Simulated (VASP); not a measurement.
# Ge3N4 (P6_3/m) in VASP: notebook

Runs on Ge3N4. Level: PBE. Tasks: relaxation of cell and atoms.

Program: VASP 6.6.1. These are calculated values, not measurements. Logs are shortened: lines on timing, memory, paths and dates and some standing lists are left out, and cuts for length are marked.

## Step 1: Starting point

Symmetry: P6_3/m, No. 176, hexagonal system. The conventional cell has a = 8.051 Å, b = 8.051 Å, c = 3.084 Å, α = 90.00°, β = 90.00°, γ = 120.00°. Ge (site symmetry m) is surrounded by 4 N at 1.83 to 1.85 Å. N (site symmetry -6) is surrounded by 3 Ge at 1.83 Å. N (site symmetry m) has 3 Ge at 1.84 to 1.85 Å as nearest neighbours.

The cell is a database's computed one.

## Step 2: Relaxation of cell and atoms, PBE

INCAR reads:

```
SYSTEM = Ge3N4
ALGO = Normal
EDIFF = 1E-6
EDIFFG = -0.005
ENCUT = 600
GGA = PE
IBRION = 2
ISIF = 3
ISMEAR = 0
KPAR = 8
LASPH = .TRUE.
LCHARG = .FALSE.
LREAL = .FALSE.
LWAVE = .FALSE.
NELM = 120
NSW = 80
PREC = Accurate
SIGMA = 0.02
```

KPOINTS reads:

```
k-points
0
G
  5 5 10
  0 0 0
```

POSCAR reads:

```
Ge3N4
1.0
    8.0509315000      0.0000000000      0.0000000000
   -4.0254657000      6.9723112000      0.0000000000
    0.0000000000      0.0000000000      3.0835214000
Ge N
6 8
Direct
    0.8291483000      0.2354845000      0.7500000000
    0.5936638000      0.8291483000      0.2500000000
    0.2354845000      0.4063362000      0.2500000000
    0.7645155000      0.5936638000      0.7500000000
    0.4063362000      0.1708517000      0.7500000000
    0.1708517000      0.7645155000      0.2500000000
    0.6666666700      0.3333333300      0.7500000000
    0.3333333300      0.6666666700      0.2500000000
    0.6696316000      0.9727169800      0.7500000000
    0.6969146200      0.6696316000      0.2500000000
    0.9727169800      0.3030853800      0.2500000000
    0.0272830200      0.6969146200      0.7500000000
    0.3303684000      0.0272830200      0.2500000000
    0.3030853800      0.3303684000      0.7500000000
```

Potentials or basis: VASP PAW PBE potentials, release 64 (Ge_d, N).

Started as:

```
$ cat potpaw_PBE.64/Ge_d/POTCAR potpaw_PBE.64/N/POTCAR > POTCAR
$ mpirun -np 8 vasp_std > vasp.out
```

OUTCAR:

```text
SYSTEM = Ge3N4
   EDIFF = 1E-6
   EDIFFG = -0.005
   ENCUT = 600
   GGA = PE
   IBRION = 2
   ISIF = 3
   ISMEAR = 0
   LASPH = .TRUE.
   LREAL = .FALSE.
   NELM = 120
   NSW = 80
   PREC = Accurate

 ion  position               nearest neighbor table
   1  0.829  0.235  0.750-   7 1.83  11 1.84  11 1.84   9 1.85
   2  0.594  0.829  0.250-   8 1.83   9 1.84   9 1.84  10 1.85
   3  0.235  0.406  0.250-   8 1.83  14 1.84  14 1.84  11 1.85
   4  0.765  0.594  0.750-   7 1.83  10 1.84  10 1.84  12 1.85
   5  0.406  0.171  0.750-   7 1.83  13 1.84  13 1.84  14 1.85
   6  0.171  0.765  0.250-   8 1.83  12 1.84  12 1.84  13 1.85
   7  0.667  0.333  0.750-   1 1.83   5 1.83   4 1.83
   8  0.333  0.667  0.250-   6 1.83   2 1.83   3 1.83
   9  0.670  0.973  0.750-   2 1.84   2 1.84   1 1.85
  10  0.697  0.670  0.250-   4 1.84   4 1.84   2 1.85
  11  0.973  0.303  0.250-   1 1.84   1 1.84   3 1.85
  12  0.027  0.697  0.750-   6 1.84   6 1.84   4 1.85
  13  0.330  0.027  0.250-   5 1.84   5 1.84   6 1.85
  14  0.303  0.330  0.750-   3 1.84   3 1.84   5 1.85

  LATTYP: Found a hexagonal cell.
 ALAT       =     8.0509315000
 C/A-ratio  =     0.3830018179

  Lattice vectors:

 A1 = (   8.0509315000,   0.0000000000,   0.0000000000)
 A2 = (  -4.0254657000,   6.9723112000,   0.0000000000)
 A3 = (   0.0000000000,   0.0000000000,   3.0835214000)

Analysis of symmetry for initial positions (statically):
=====================================================================
 Subroutine PRICEL returns:
 Original cell was already a primitive cell.

 Routine SETGRP: Setting up the symmetry group for a
 hexagonal supercell.

 Subroutine GETGRP returns: Found 12 space group operations
 (whereof  6 operations were pure point group operations)
 out of a pool of 24 trial point group operations.

The static configuration has the point symmetry S_6 .
 The point group associated with its full space group is C_6h.

Analysis of symmetry for dynamics (positions and initial velocities):
=====================================================================
 Subroutine PRICEL returns:
 Original cell was already a primitive cell.

 Routine SETGRP: Setting up the symmetry group for a
 hexagonal supercell.

 Subroutine GETGRP returns: Found 12 space group operations
 (whereof  6 operations were pure point group operations)
 out of a pool of 24 trial point group operations.

The dynamic configuration has the point symmetry S_6 .
 The point group associated with its full space group is C_6h.

 Subroutine INISYM returns: Found 12 space group operations
 (whereof  6 operations are pure point group operations),
 and found     1 'primitive' translations

----------------------------------------------------------------------------------------

                                     Primitive cell

  volume of cell :     173.0892

  direct lattice vectors                    reciprocal lattice vectors
     8.050931500  0.000000000  0.000000000     0.124209230  0.071712231  0.000000000
    -4.025465700  6.972311200  0.000000000     0.000000000  0.143424464  0.000000000
     0.000000000  0.000000000  3.083521400     0.000000000  0.000000000  0.324304544

  length of vectors
     8.050931500  8.050931472  3.083521400     0.143424464  0.143424464  0.324304544

  position of ions in fractional coordinates (direct lattice)
     0.829148300  0.235484500  0.750000000
     0.593663800  0.829148300  0.250000000
     0.235484500  0.406336200  0.250000000
     0.764515500  0.593663800  0.750000000
     0.406336200  0.170851700  0.750000000
     0.170851700  0.764515500  0.250000000
     0.666666670  0.333333330  0.750000000
     0.333333330  0.666666670  0.250000000
     0.669631600  0.972716980  0.750000000
     0.696914620  0.669631600  0.250000000
     0.972716980  0.303085380  0.250000000
     0.027283020  0.696914620  0.750000000
     0.330368400  0.027283020  0.250000000
     0.303085380  0.330368400  0.750000000

  ion indices of the primitive-cell ions
   primitive index   ion index
                 1           1
                 2           2
                 3           3
                 4           4
                 5           5
                 6           6
                 7           7
                 8           8
                 9           9
                10          10
                11          11
                12          12
                13          13
[... 25 lines left out ...]

 Found     30 irreducible k-points:

 Following reciprocal coordinates:
            Coordinates               Weight
  0.000000  0.000000  0.000000      1.000000
  0.200000 -0.000000  0.000000      6.000000
  0.400000  0.000000  0.000000      6.000000
  0.200000  0.200000  0.000000      6.000000
  0.400000  0.200000  0.000000      6.000000
  0.000000  0.000000  0.100000      2.000000
[... 16 lines left out ...]
  0.400000  0.000000  0.400000     12.000000
  0.200000  0.200000  0.400000     12.000000
 [... further k-points ...]
   k-points           NKPTS =     30   k-points in BZ     NKDIM =     30   number of bands    NBANDS=     74
   number of dos      NEDOS =    301   number of ions     NIONS =     14
   total plane-waves  NPLWV = 114688
   dimension x,y,z NGX =    64 NGY =   64 NGZ =   28
   dimension x,y,z NGXF=   128 NGYF=  128 NGZF=   56
   ions per type =               6   8
   NGX,Y,Z   is equivalent  to a cutoff of  13.22, 13.22, 15.10 a.u.
   NGXF,Y,Z  is equivalent  to a cutoff of  26.43, 26.43, 30.19 a.u.
 SYSTEM =  Ge3N4
   PREC   = accura    normal or accurate (medium, high low for compatibility)
   ISTART =      0    job   : 0-new  1-cont  2-samecut
   ICHARG =      2    charge: 1-file 2-atom 10-const
   ISPIN  =      1    spin polarized calculation?
   LNONCOLLINEAR =      F non collinear calculations
   LSORBIT =      F    spin-orbit coupling
   LASPH  =      T    aspherical Exc in radial PAW
   ENCUT  =  600.0 eV  44.10 Ry    6.64 a.u.  16.08 16.08  6.16*2*pi/ulx,y,z
   NELM   =    120;   NELMIN=  2; NELMDL= -5     # of ELM steps
   EDIFF  = 0.1E-05   stopping-criterion for ELM
   LREAL  =      F    real-space projection
   EDIFFG = -.5E-02   stopping-criterion for IOM
   NSW    =     80    number of steps for IOM
   IBRION =      2    ionic relax: 0-MD 1-quasi-New 2-CG
   NFREE  =      1    steps in history (QN), initial steepest desc. (CG)
   ISIF   =      3    stress and relaxation
   ISYM   =      2    0-nonsym 1-usesym 2-fastsym
   POTIM  = 0.5000    time-step for ionic-motion
   TEBEG  =    0.0;   TEEND  =   0.0 temperature during run
   PSTRESS=    0.0 pullay stress
   NELECT =     124.0000    total number of electrons
   NUPDOWN=      -1.0000    fix difference up-down
   EMIN   =  10.00;   EMAX   =-10.00  energy-range for DOS
   EFERMI =   0.00;   METHOD = LEGACY
   ISMEAR =     0;   SIGMA  =   0.02  broadening in eV -4-tet -1-fermi 0-gaus
   EFERMI_NEDOS =   21; number of points for ismear=-14 and -15
   IALGO  =     38    algorithm
   IMIX   =      4    mixing-type and parameters
     AMIX     =   0.40;   BMIX     =  1.00
     AMIX_MAG =   1.60;   BMIX_MAG =  1.00
  volume/ion in A,a.u.               =      12.36        83.43
  Fermi-wavevector in a.u.,A,eV,Ry     =   1.464846  2.768158 29.195043  2.145775
  Thomas-Fermi vector in A             =   2.580774
   LORBIT       =      0    0 simple, 1 ext, 2 COOP (PROOUT), +10 PAW based schemes
   GGA     = PE    functional components
   LHFCALC =     F    Hartree Fock is set to
   AEXX    =    0.0000 exact exchange contribution
   IVDW    =     0    specifies the selected vdW correction
   LEPSILON=     F    determine dielectric tensor
   LRPA    =     F    only Hartree local field effects (RPA)
 conjugate gradient relaxation of ions
 non-spin polarized calculation
 Gauss-broadening in eV      SIGMA  =   0.02
  energy-cutoff  :      600.00
  volume of cell :      173.09
 maximum number of plane-waves:      5802
   NGX = 33   NGY = 33   NGZ = 13

--------------------------------------- Ionic step        1  -------------------------------------------

 number of electron     124.0000036 magnetization

 Free energy of the ion-electron system (eV)
  ---------------------------------------------------
  ext. energy  EPLUGINS =         0.00000000
  ---------------------------------------------------
  free energy    TOTEN  =       -94.21295465 eV

  energy without entropy =      -94.21295465  energy(sigma->0) =      -94.21295465

------------------------ aborting loop because EDIFF is reached ----------------------------------------

  FORCE on cell =-STRESS in cart. coord.  units (eV):
  Direction    XX          YY          ZZ          XY          YZ          ZX
  --------------------------------------------------------------------------------------
  -------------------------------------------------------------------------------------
  Total        5.2996198      5.2996198      5.6677248     -0.0000010      0.0000000      0.0000000
  in kB       49.0552437     49.0552437     52.4625592     -0.0000093      0.0000000      0.0000000
  external PRESSURE =      50.1910155 kB  Pullay stress =       0.0000000 kB
[... 125 lines left out ...]
  FREE ENERGIE OF THE ION-ELECTRON SYSTEM (eV)
  ---------------------------------------------------
  free  energy   TOTEN  =       -94.2827339675 eV

  energy  without entropy=      -94.2827339675  energy(sigma->0) =      -94.28273397

[... ionic steps 4 to 8 ...]

--------------------------------------- Ionic step        9  -------------------------------------------

 number of electron     124.0000008 magnetization

------------------------ aborting loop because EDIFF is reached ----------------------------------------
[... 91 lines left out ...]
--------------------------------------- Ionic step       11  -------------------------------------------

 number of electron     124.0000007 magnetization

 Free energy of the ion-electron system (eV)
  ---------------------------------------------------
  ext. energy  EPLUGINS =         0.00000000
  ---------------------------------------------------
  free energy    TOTEN  =       -94.28279915 eV

  energy without entropy =      -94.28279915  energy(sigma->0) =      -94.28279915

 E-fermi :   4.9837     XC(G=0): -10.7202

 val. band max:        4.8377480573   @ k =   0.0000   0.0000   0.0000
 cond. band min:       6.7103574184   @ k =   0.0000   0.0000   0.0000
 fundamental gap:      1.8726093611
 Fermi energy:         4.9837091499

 k-point     1 :       0.0000    0.0000    0.0000
  band No.  band energies     occupation
      1     -19.6898      2.00000
      2     -19.6647      2.00000
      3     -19.6647      2.00000
      4     -19.6610      2.00000
      5     -19.6264      2.00000
      6     -19.6264      2.00000
[... 1837 lines left out ...]
     73      11.8249      0.00000
     74      12.2615      0.00000

 [... further k-points ...]

------------------------ aborting loop because EDIFF is reached ----------------------------------------

  FORCE on cell =-STRESS in cart. coord.  units (eV):
  Direction    XX          YY          ZZ          XY          YZ          ZX
  --------------------------------------------------------------------------------------
  -------------------------------------------------------------------------------------
  Total        0.0336160      0.0336160      0.0204734     -0.0000009      0.0000000      0.0000000
  in kB        0.3032277      0.3032277      0.1846768     -0.0000077      0.0000000      0.0000000
  external PRESSURE =       0.2637107 kB  Pullay stress =       0.0000000 kB
[... 29 lines left out ...]
  FREE ENERGIE OF THE ION-ELECTRON SYSTEM (eV)
  ---------------------------------------------------
  free  energy   TOTEN  =       -94.2827991500 eV

  energy  without entropy=      -94.2827991500  energy(sigma->0) =      -94.28279915

 reached required accuracy - stopping structural energy minimisation
```

Wall time 7.4 min (8 MPI ranks of Intel Xeon 6975P-C (Granite Rapids), shared host); peak memory 0.56 GiB.

Results:

* Free energy: -94.2828 eV
* Relaxed volume: 12.69 Å³/atom
* Relaxed cell: a = 8.120 Å, b = 8.120 Å, c = 3.110 Å, α = 90.00°, β = 90.00°, γ = 120.00°
* Space group after relaxing (to 0.05 Å): P6_3/m (No. 176)
* Energy gained by relaxing: 5.0 meV/atom
* Ionic steps: 11
* Pressure after relaxing: 0.0 GPa
* Largest force after relaxing: 0.005 eV/Å
* Band gap on the k mesh: 1.87 eV, direct

Forces on the atoms (eV/Å):
```
Ge   0.004 -0.003  0.000
Ge   0.004  0.002  0.000
Ge  -0.001 -0.004  0.000
Ge   0.001  0.004  0.000
Ge  -0.004 -0.002  0.000
Ge  -0.004  0.003  0.000
N    0.000  0.000  0.000
N    0.000  0.000  0.000
N    0.001 -0.004  0.000
N    0.004 -0.001  0.000
N   -0.003 -0.003  0.000
N    0.003  0.003  0.000
N   -0.001  0.004  0.000
N   -0.004  0.001  0.000
```

The path:
| step | energy change (eV) | largest force (eV/Å) | pressure (GPa) | volume (Å³) |
| --- | --- | --- | --- | --- |
| 1 | 0.0000 | 0.0520 | 5.02 | 173.09 |
| 2 | 0.0176 | 0.0529 | -5.06 | 182.97 |
| 3 | -0.0698 | 0.0147 | 0.07 | 177.65 |
| 4 | -0.0697 | 0.0153 | -0.07 | 177.75 |
| 5 | -0.0698 | 0.0174 | 0.03 | 177.62 |
| 6 | -0.0698 | 0.0123 | -0.06 | 177.66 |
| 7 | -0.0698 | 0.0096 | 0.14 | 177.51 |
| 8 | -0.0698 | 0.0093 | 0.03 | 177.61 |
| 9 | -0.0698 | 0.0094 | -0.01 | 177.62 |
| 10 | -0.0698 | 0.0053 | 0.03 | 177.62 |
| 11 | -0.0698 | 0.0045 | 0.03 | 177.62 |

Final structure:
```xyz
14
Lattice="8.1204 0.0000 0.0000 -4.0602 7.0324 0.0000 0.0000 0.0000 3.1103" Properties=species:S:1:pos:R:3 pbc="T T T"
Ge    5.7775    1.6566    2.3327
Ge    1.4541    5.8317    0.7776
Ge    0.2632    2.8573    0.7776
Ge    3.7970    4.1752    2.3327
Ge    2.6061    1.2007    2.3327
Ge   -1.7173    5.3759    0.7776
N     4.0602    2.3441    2.3327
N     0.0000    4.6883    0.7776
N     1.4883    6.8406    2.3327
N     2.9404    4.7092    0.7776
N     6.6683    2.1314    0.7776
N    -2.6081    4.9010    2.3327
N     2.5719    0.1918    0.7776
N     1.1198    2.3233    2.3327
```

Caveat: an odd mesh through Γ misses points on the zone boundary, where band edges often lie. Expect the measured gap to be larger: semilocal functionals such as PBE lack the derivative discontinuity.

(Continued in part 2 of 2.)
